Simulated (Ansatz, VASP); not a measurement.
## One calculation of Ti, two programs

Contents of INCAR:

```
SYSTEM = Ti
PREC = Accurate
ENCUT = 520
EDIFF = 1E-8
ISMEAR = -1
SIGMA = 0.05
LREAL = .FALSE.
LASPH = .TRUE.
NELM = 100
ALGO = Normal
ISIF = 2
LWAVE = .FALSE.
LCHARG = .FALSE.
GGA = PE
LEFG = .TRUE.
NBANDS = 12
```

The input KPOINTS:

```
regular mesh
0
G
  15 15 15
  0 0 0
```

The input POSCAR:

```
Ti
1.0
    2.5956982407      0.0000000000      0.0000000000
    0.0000000000      2.5956982407      0.0000000000
    0.0000000000      0.0000000000      2.5956982407
Ti
1
Direct
    0.0000000000      0.0000000000      0.0000000000
```

Input for Ansatz:

```yaml
crystal:
  lattice:
    - [2.5956982407, 0.0, 0.0]
    - [0.0, 2.5956982407, 0.0]
    - [0.0, 0.0, 2.5956982407]
  atoms:
    - { symbol: Ti, position: [0.0, 0.0, 0.0] }
kpoints:
  mp_grid: { grid: [15, 15, 15] }
scf:
  occupations: { method: fermi_dirac, width: 0.05 }
hamiltonian:
  xc: pbe
  pseudopotentials: { kind: paw }
output:
  forces: true
  stress: true
  eigenvalues: true
  efg: { contact_densities: true }
```

Change from the starting cell: volume scaled by 0.95, PAW files.

Alike in both runs: task electric field gradients; functional PBE; k mesh 15 × 15 × 15; occupations fermi-dirac, width 0.05 eV; no spin polarisation.

|  | VASP | Ansatz |
| --- | --- | --- |
| version | VASP 6.6.1 | Ansatz 0.2.0 |
| potentials or method | VASP PAW PBE potentials, release 64 (Ti_sv) | PAW with Ansatz's default frozen-core files, scalar-relativistic |
| plane-wave cutoff (eV) | 520 | 420 |
| valence electrons in the cell | 12 | 12 |

VASP gave:

- pressure (GPa): 4.1
- Vzz of the field gradient on the site that differs most (V/Å²): 0.0

Problem. What did Ansatz give for the same quantities?

Solution. Pressure (GPa): 4.3; Vzz of the field gradient on the site that differs most (V/Å²): 0.0.

The functional is the same, so the differences come from potentials, cutoffs and numerics.
